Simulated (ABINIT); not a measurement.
# HfB2 (P6/mmm) in ABINIT: single point with PBEsol

Aim: the single point of HfB2 with PBEsol.

Everything below comes from runs of ABINIT 10.8.3 (patched build). Logs are shortened: lines on timing, memory, paths and dates and some standing lists are left out, and cuts for length are marked. The log counts tension as positive stress, the text compression.

### Step 1. The structure

Symmetry: P6/mmm, No. 191, hexagonal system. The conventional cell has a = 3.140 Å, b = 3.140 Å, c = 3.480 Å, α = 90.00°, β = 90.00°, γ = 120.00°. Hf (site symmetry 6/mmm) has 12 B at 2.51 Å as nearest neighbours. Around B (site symmetry -6m2) lie 3 B at 1.81 Å.

### Step 2. Single point, PBEsol

The input, run.abi:

```
pp_dirpath "./"
pseudos "Hf.upf, B.upf"

acell 3*1.0 Angstrom
rprim
     3.1400000000     0.0000000000     0.0000000000
    -1.5700000000     2.7193197679     0.0000000000
     0.0000000000     0.0000000000     3.4800000000
ntypat 2
znucl 72 5
natom 3
typat 1 2 2
xred
     0.0000000000     0.0000000000     0.0000000000
     0.6666666667     0.3333333333     0.5000000000
     0.3333333333     0.6666666667     0.5000000000

ecut 34.0

kptopt 1
ngkpt 8 8 6
nshiftk 1
shiftk 0.0 0.0 0.0

ixc -116133

nband 13
occopt 3
tsmear 0.05 eV

nstep 100
tolvrs 1.0e-10

iomode 3
prtwf 0
prtden 0
prteig 0
prtebands 0
enunit 1
```

Potentials or basis: PseudoDojo NC SR PBEsol v0.4.1 standard.

On the command line:

```bash
$ abinit run.abi > log 2>&1
```

run.abo:

```text
.Version 10.8.3 of ABINIT
 Symmetries : space group P6/m m m (#191); Bravais hP (primitive hexag.)
================================================================================
 Values of the parameters that define the memory need of the present run
     intxc =       0    ionmov =       0      iscf =       7    lmnmax =       8
     lnmax =       8     mgfft =      36  mpssoang =       4    mqgrid =    3001
     natom =       3  nloc_mem =       1    nspden =       1   nspinor =       1
    nsppol =       1      nsym =      24    n1xccc =    2501    ntypat =       2
    occopt =       3   xclevel =       2
       mpw =        1919          nfft =       36864          nkpt =          40
================================================================================
================================================================================

--------------------------------------------------------------------------------
------------- Echo of variables that govern the present computation ------------
--------------------------------------------------------------------------------
 -outvars: echo values of preprocessed input variables --------
            acell      1.8897261259E+00  1.8897261259E+00  1.8897261259E+00 Bohr
              amu      1.78490000E+02  1.08110000E+01
             ecut      3.40000000E+01 Hartree
           enunit           1
              ixc     -116133
         kptrlatt        8    0    0      0    8    0      0    0    6
          kptrlen      3.94574815E+01
            natom           3
            nband          13
            ngfft          32      32      36
             nkpt          40
            nstep         100
             nsym          24
           ntypat           2
           occopt           3
           prtden           0
        prtebands           0
           prteig           0
            prtwf           0
            rprim      3.1400000000E+00  0.0000000000E+00  0.0000000000E+00
                      -1.5700000000E+00  2.7193197679E+00  0.0000000000E+00
                       0.0000000000E+00  0.0000000000E+00  3.4800000000E+00
          spgroup         191
           tolvrs      1.00000000E-10
           tsmear      1.83746611E-03 Hartree
            typat      1  2  2
           xangst      0.0000000000E+00  0.0000000000E+00  0.0000000000E+00
                       1.5700000000E+00  9.0643992263E-01  1.7400000000E+00
                       2.4125095698E-17  1.8128798453E+00  1.7400000000E+00
            xcart      0.0000000000E+00  0.0000000000E+00  0.0000000000E+00
                       2.9668700177E+00  1.7129232034E+00  3.2881234591E+00
                       4.5589823630E-17  3.4258464067E+00  3.2881234591E+00
             xred      0.0000000000E+00  0.0000000000E+00  0.0000000000E+00
                       6.6666666667E-01  3.3333333333E-01  5.0000000000E-01
                       3.3333333333E-01  6.6666666667E-01  5.0000000000E-01
            znucl       72.00000    5.00000

================================================================================

 chkinp: Checking input parameters for consistency.

================================================================================
== DATASET  1 ==================================================================

--- !DatasetInfo
iteration_state: {dtset: 1, }
dimensions: {natom: 3, nkpt: 40, mband: 13, nsppol: 1, nspinor: 1, nspden: 1, mpw: 1919, }
cutoff_energies: {ecut:  34.0, pawecutdg:  -1.0, }
electrons: {nelect:   1.80000000E+01, charge:   0.00000000E+00, occopt:   3.00000000E+00, tsmear:   1.83746611E-03, }
meta: {optdriver: 0, ionmov: 0, optcell: 0, iscf: 7, paral_kgb: 0, }
...

 Real(R)+Recip(G) space primitive vectors, cartesian coordinates (Bohr,Bohr^-1):
 R(1)=  5.9337400  0.0000000  0.0000000  G(1)=  0.1685278  0.0972996  0.0000000
 R(2)= -2.9668700  5.1387696  0.0000000  G(2)=  0.0000000  0.1945991  0.0000000
 R(3)=  0.0000000  0.0000000  6.5762469  G(3)=  0.0000000  0.0000000  0.1520624
 Unit cell volume ucvol=  2.0052373E+02 bohr^3
 Angles (23,13,12)=  9.00000000E+01  9.00000000E+01  1.20000000E+02 degrees

 getcut: wavevector=  0.0000  0.0000  0.0000  ngfft=  32  32  36
         ecut(hartree)=     34.000   => boxcut(ratio)=   2.05455

--- Pseudopotential description ------------------------------------------------
- pspini: atom type   1  psp file is ./Hf.upf
12 -116133 3 -1 1656                          pspcod,pspxc,lmax,lloc,mmax
     nproj     2     2     2     2

- pspini: atom type   2  psp file is ./B.upf
12 -116133 1 -1 1534                          pspcod,pspxc,lmax,lloc,mmax
     nproj     2     2     0     0

   5.11090160E+02                                ecore*ucvol(ha*bohr**3)
--------------------------------------------------------------------------------

================================================================================

--- !BeginCycle
iteration_state: {dtset: 1, }
solver: {iscf: 7, nstep: 100, nline: 4, wfoptalg: 0, }
tolerances: {tolvrs: 1.00E-10, }
...

     iter   Etot(hartree)      deltaE(h)  residm     vres2
 ETOT  1  -62.288706204461    -6.229E+01 5.668E-02 4.207E+02
 ETOT  2  -62.355523849153    -6.682E-02 1.857E-01 1.055E+02
 ETOT  3  -62.373191492689    -1.767E-02 6.729E-03 7.884E-02
 ETOT  4  -62.373217800817    -2.631E-05 1.796E-02 2.674E-03
 ETOT  5  -62.373218262066    -4.612E-07 7.479E-03 5.982E-06
 ETOT  6  -62.373218263408    -1.343E-09 1.226E-02 2.118E-08
 ETOT  7  -62.373218263414    -5.464E-12 9.777E-03 8.263E-11

 At SCF step    7       vres2   =  8.26E-11 < tolvrs=  1.00E-10 =>converged.

 Cartesian components of stress tensor (hartree/bohr^3)
  sigma(1 1)=  1.12976026E-04  sigma(3 2)=  0.00000000E+00
  sigma(2 2)=  1.12976025E-04  sigma(3 1)=  0.00000000E+00
  sigma(3 3)=  1.64284176E-04  sigma(2 1)=  0.00000000E+00

--- !ResultsGS
iteration_state: {dtset: 1, }
comment   : Summary of ground state results
lattice_vectors:
- [  5.9337400,   0.0000000,   0.0000000, ]
- [ -2.9668700,   5.1387696,   0.0000000, ]
- [  0.0000000,   0.0000000,   6.5762469, ]
lattice_lengths: [   5.93374,    5.93374,    6.57625, ]
lattice_angles: [ 90.000,  90.000, 120.000, ] # degrees, (23, 13, 12)
lattice_volume:   2.0052373E+02
convergence: {deltae: -5.464E-12, res2:  8.263E-11, residm:  9.777E-03, diffor: null, }
etotal    :  -6.23732183E+01
entropy   :   0.00000000E+00
fermie    :   4.67060284E-01
cartesian_stress_tensor: # hartree/bohr^3
- [  1.12976026E-04,   0.00000000E+00,   0.00000000E+00, ]
- [  0.00000000E+00,   1.12976025E-04,   0.00000000E+00, ]
- [  0.00000000E+00,   0.00000000E+00,   1.64284176E-04, ]
pressure_GPa:  -3.8270E+00
xred      :
- [  0.0000E+00,   0.0000E+00,   0.0000E+00, Hf]
- [  6.6667E-01,   3.3333E-01,   5.0000E-01,  B]
- [  3.3333E-01,   6.6667E-01,   5.0000E-01,  B]
cartesian_forces: # hartree/bohr
- [  1.89077294E-30,   1.09163827E-30,  -0.00000000E+00, ]
- [ -1.51261835E-29,   4.36655307E-30,  -0.00000000E+00, ]
- [  1.32354106E-29,  -5.45819133E-30,  -0.00000000E+00, ]
force_length_stats: {min:   2.18327653E-30, max:   1.57438310E-29, mean:   1.07479364E-29, }
...

 Integrated electronic density in atomic spheres:
 ------------------------------------------------
 Atom  Sphere_radius  Integrated_density
    1        2.00000          8.51479721
    2        2.00000          2.69000980
    3        2.00000          2.69000980
================================================================================

 ----iterations are completed or convergence reached----

 Mean square residual over all n,k,spin=   28.534E-06; max=  97.766E-04
 reduced coordinates (array xred) for    3 atoms
       0.000000000000      0.000000000000      0.000000000000
       0.666666666667      0.333333333333      0.500000000000
       0.333333333333      0.666666666667      0.500000000000
 rms dE/dt=  5.1414E-29; max dE/dt=  1.0097E-28; dE/dt below (all hartree)
    1       0.000000000000      0.000000000000      0.000000000000
    2       0.000000000000     -0.000000000000      0.000000000000
    3      -0.000000000000      0.000000000000      0.000000000000

 cartesian coordinates (angstrom) at end:
    1      0.00000000000000     0.00000000000000     0.00000000000000
    2      1.57000000000000     0.90643992263333     1.74000000000000
    3      0.00000000000000     1.81287984526667     1.74000000000000

 cartesian forces (hartree/bohr) at end:
    1      0.00000000000000     0.00000000000000    -0.00000000000000
    2     -0.00000000000000     0.00000000000000    -0.00000000000000
    3      0.00000000000000    -0.00000000000000    -0.00000000000000
 frms,max,avg= 7.1305513E-30 1.5126184E-29   0.000E+00  0.000E+00  0.000E+00 h/b

 cartesian forces (eV/Angstrom) at end:
    1      0.00000000000000     0.00000000000000    -0.00000000000000
    2     -0.00000000000000     0.00000000000000    -0.00000000000000
    3      0.00000000000000    -0.00000000000000    -0.00000000000000
 frms,max,avg= 3.6666769E-28 7.7781963E-28   0.000E+00  0.000E+00  0.000E+00 e/A
 length scales=  1.889726125908  1.889726125908  1.889726125908 bohr
              =  1.000000000000  1.000000000000  1.000000000000 angstroms
 Fermi (or HOMO) energy (eV) =  12.70936   Average Vxc (eV)= -13.06452
 Eigenvalues (   eV  ) for nkpt=  40  k points:
 kpt#   1, nband= 13, wtk=  0.00260, kpt=  0.0000  0.0000  0.0000 (reduced coord)
 -49.12316  -18.00231  -17.50371  -17.50371   -1.18104    9.51198    9.65257    9.65257
   9.80334   16.54771   16.55908   17.22628   17.36395
 prteigrs : prtvol=0 or 1, do not print more k-points.

--- !EnergyTerms
iteration_state     : {dtset: 1, }
comment             : Components of total free energy in Hartree
kinetic             :  1.87183946618782E+01
hartree             :  6.50140264598696E+00
xc                  : -1.67212340298222E+01
Ewald energy        : -4.88499196613021E+01
psp_core            :  2.54877645067594E+00
local_psp           : -2.72652241779752E+01
non_local_psp       :  2.69466808180756E+00
internal            : -6.23731360287507E+01
'-kT*entropy'       : -8.22346630000441E-05
total_energy        : -6.23732182634137E+01
total_energy_eV     : -1.69726173357063E+03
band_energy         : -5.02834958242694E+00
...

 Cartesian components of stress tensor (hartree/bohr^3)
  sigma(1 1)=  1.12976026E-04  sigma(3 2)=  0.00000000E+00
  sigma(2 2)=  1.12976025E-04  sigma(3 1)=  0.00000000E+00
  sigma(3 3)=  1.64284176E-04  sigma(2 1)=  0.00000000E+00

-Cartesian components of stress tensor (GPa)         [Pressure= -3.8270E+00 GPa]
- sigma(1 1)=  3.32386943E+00  sigma(3 2)=  0.00000000E+00
- sigma(2 2)=  3.32386942E+00  sigma(3 1)=  0.00000000E+00
- sigma(3 3)=  4.83340732E+00  sigma(2 1)=  0.00000000E+00

== END DATASET(S) ==============================================================
================================================================================

 -outvars: echo values of variables after computation  --------
            acell      1.8897261259E+00  1.8897261259E+00  1.8897261259E+00 Bohr
           etotal     -6.2373218263E+01
            fcart      1.8907729408E-30  1.0916382663E-30 -0.0000000000E+00
                      -1.5126183526E-29  4.3665530653E-30 -0.0000000000E+00
                       1.3235410585E-29 -5.4581913317E-30 -0.0000000000E+00
            rprim      3.1400000000E+00  0.0000000000E+00  0.0000000000E+00
                      -1.5700000000E+00  2.7193197679E+00  0.0000000000E+00
                       0.0000000000E+00  0.0000000000E+00  3.4800000000E+00
           strten      1.1297602559E-04  1.1297602543E-04  1.6428417574E-04
                       0.0000000000E+00  0.0000000000E+00  0.0000000000E+00
           xangst      0.0000000000E+00  0.0000000000E+00  0.0000000000E+00
                       1.5700000000E+00  9.0643992263E-01  1.7400000000E+00
                       2.4125095698E-17  1.8128798453E+00  1.7400000000E+00
             xred      0.0000000000E+00  0.0000000000E+00  0.0000000000E+00
                       6.6666666667E-01  3.3333333333E-01  5.0000000000E-01
                       3.3333333333E-01  6.6666666667E-01  5.0000000000E-01
 Calculation completed.
```

It took 28 s on 1 thread of Intel Xeon at 2.70GHz, shared host; peak memory 0.07 GiB.

What came out:

| Property | Result |
| --- | --- |
| Free energy | -1697.2617 eV |
| Pressure | -3.8 GPa |
| Band gap on the k mesh | none (metal or under the smearing width) |
| Valence electrons inside the program's atomic spheres | Hf 8.51; B 2.69 |

Levels at points of the mesh, in eV from the Fermi level:
```
           k point  band 7  band 8  band 9  band 10  band 11  band 12
(0.00, 0.00, 0.00)   -3.06   -3.06   -2.91     3.84     3.85     4.52
(0.50, 0.00, 0.00)   -4.30   -3.56   -3.05     2.00     2.54     5.42
(0.00, 0.00, 0.50)   -1.31   -1.31    0.13     0.13     0.82     0.82
(0.50, 0.00, 0.50)   -5.13   -4.89   -2.81     3.88     3.97     6.10
```

Spin-orbit coupling is left out, which matters for the levels of Hf.
